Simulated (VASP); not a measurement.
A run of VASP 6.6.1 is set up as follows.

File INCAR:

```
SYSTEM = CdSe
ALGO = Fast
EDIFF = 1E-8
ENCUT = 600
IBRION = 8
ISIF = 2
ISMEAR = 0
LASPH = .True.
LCHARG = .False.
LEPSILON = .True.
LREAL = .False.
LWAVE = .False.
NELM = 60
NSW = 1
PREC = Accurate
SIGMA = 0.02
```

Contents of KPOINTS:

```
k-points
0
Gamma
  10 10 10
  0 0 0
```

Contents of POSCAR:

```
CdSe
1.0
    0.0000000000      3.0463900000      3.0463900000
    3.0463900000      0.0000000000      3.0463900000
    3.0463900000      3.0463900000      0.0000000000
Cd Se
1 1
Direct
    0.0000000000      0.0000000000      0.0000000000
    0.2500000000      0.2500000000      0.2500000000
```

Potentials or basis: VASP PAW LDA potentials, release 64 (Cd, Se).

Command:

```sh
$ cat potpaw_LDA.64/Cd/POTCAR potpaw_LDA.64/Se/POTCAR > POTCAR
$ mpirun -np 1 vasp_std > vasp.out
```

Problem. Estimate the electronic dielectric tensor (diagonal).

Solution. 18.41.

Problem. Predict the Born charges (mean of the diagonal).

Solution. Cd +2.38; Se -2.38 e.

Problem. Predict the band gap on the k mesh.

Solution. 0.35 eV, direct.

Phonon frequencies in cm⁻¹ (negative: imaginary):
```
              q point        frequencies
(0.000, 0.000, 0.000)  0 0 0 165 165 165
```

Caveat: the gap is small at this level, which inflates the dielectric constant. A hybrid or GW would open this gap; LDA tends to underestimate it.
